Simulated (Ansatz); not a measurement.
BaSnO3 under load (space group Cmmm): band-edge transport data

Consider the following.

```yaml
crystal:
  lattice:
    - [4.12839, 0.01092, 0.00000]
    - [0.01092, 4.12839, 0.00000]
    - [0.00000, 0.00000, 4.11803]
  atoms:
    - { symbol: Ba, position: [0.50000, 0.50000, 0.50000] }
    - { symbol: Sn, position: [0.00000, 0.00000, 0.00000] }
    - { symbol: O, position: [0.00000, 0.50000, 0.00000] }
    - { symbol: O, position: [0.50000, 0.00000, 0.00000] }
    - { symbol: O, position: [0.00000, 0.00000, 0.50000] }
```

Level of theory: PBEsol with spin-orbit coupling, rigid bands (plane waves, PAW; Ansatz, a quantum-chemistry and plane-wave program). Condition of this run: uniaxial stress along [110] of -1 GPa (compression positive) (the target of the relaxation). Cell: cell and atoms relaxed with PBEsol, then loaded as said.

```
Quantity                                                                                                                                                          Result
---------------------------------------------------------------------------------------------------------------------------------------  -------------------------------
band gap                                                                                                                                                         0.83 eV
electron conductivity mass (300 K, dilute)                                                                                                                      0.168 mₑ
hole conductivity mass (300 K, dilute)                                                                                                   1.96 (x), 1.96 (y), 1.86 (z) mₑ
effective density of states N_c (300 K)                                                                                                                      1.6e18 cm⁻³
effective density of states N_v (300 K)                                                                                                                      2.9e20 cm⁻³
density-of-states mass, electrons                                                                                                                               0.163 mₑ
density-of-states mass, holes                                                                                                                                     5.1 mₑ
Seebeck coefficient, n-type 1e19 cm⁻³, 300 K                                                                                                                    -99 μV/K
best n-type power factor at 300 K for τ = 10 fs (best axis; densities from 1e16 to 1e21 cm⁻³ tried, whether or not they can be reached)     1.56 μW/(cm·K²) at 1e19 cm⁻³
Seebeck coefficient, p-type 1e19 cm⁻³, 300 K                                                                                                                    532 μV/K
```

Rigid bands; masses and Seebeck coefficients take one relaxation time τ for all states and one kind of carrier; polarons and phonon drag are left out.
